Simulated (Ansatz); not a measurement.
# SnO under changes of volume

One of the cells (20.093 Å³/atom); the others are scaled copies at fixed shape and fractional positions:

```
CELL_PARAMETERS angstrom
3.35500 0.00000 0.00000
0.00000 5.67410 0.00000
0.00000 0.00000 4.22197
ATOMIC_POSITIONS crystal
Sn 0.50000 0.76809 0.01314
Sn 0.00000 0.23191 0.51314
O 0.50000 0.10875 0.23686
O 0.00000 0.89125 0.73686
```

The cell comes from a database or a generator and needn't be the stable form of this composition.

```yaml
Program: Ansatz 0.2.0
Functional: PBEsol
Potentials_or_basis: Ansatz PAW
Cutoff: "420 eV (not typed: the program's choice for these potentials)"
k_mesh: 8 × 5 × 6
Occupations: fermi-dirac, width 0.05 eV
Spin: no spin polarisation
```

| volume (Å³/atom) | energy over the lowest point (meV/atom) | pressure (GPa) | gap on the mesh (eV) | largest force (eV/Å) |
| --- | --- | --- | --- | --- |
| 18.887 | ? | ? | ? | ? |
| 19.289 | 0.00 | 0.0 | 1.38 | 0.152 |
| 19.691 | 2.01 | -1.6 | 1.41 | 0.148 |
| 20.093 | 7.90 | -3.1 | 1.43 | 0.427 |
| 20.495 | 17.28 | -4.4 | 1.46 | 0.684 |
| 20.897 | 29.77 | -5.6 | 1.48 | 0.923 |
| 21.299 | 45.05 | -6.6 | 1.51 | 1.145 |

Task: What does the run at 18.887 Å³/atom give?

Result: Energy over the lowest point 2.40 meV/atom; pressure 1.9 GPa; gap on the mesh 1.35 eV; largest force 0.477 eV/Å.

Worked out: A Birch-Murnaghan fit of order 3 (a polynomial in V^(-2/3)) to the other rows has its minimum at 19.30 Å³/atom with B0 = V·E''(V) = 83 GPa and B' = 4.3 at fixed shape and positions, which overstates the stiffness. It gives 2.34 meV/atom at 18.887 Å³/atom, against the run's 2.40, and -dE/dV = 1.9 GPa, against 1.9. A straight line through the other rows of the gap, of slope 1.28 eV per unit of ln V, extrapolates to 1.35 eV, against the run's 1.35.

Energies are extrapolated to zero smearing.

Caveats: odd divisions of the mesh miss points on the zone boundary, where band edges often lie, so the gap on the mesh can be too wide; spin-orbit coupling is left out, which moves the levels of the heavy elements; the PAW data sets come from PBE, with cores solved anew for the run's functional, which leaves a small shift of forces and pressure; forces of over 1 eV/Å show positions far from the minimum, so gaps and moduli don't describe the material at rest (some runs).

A mesh can miss the band edges.
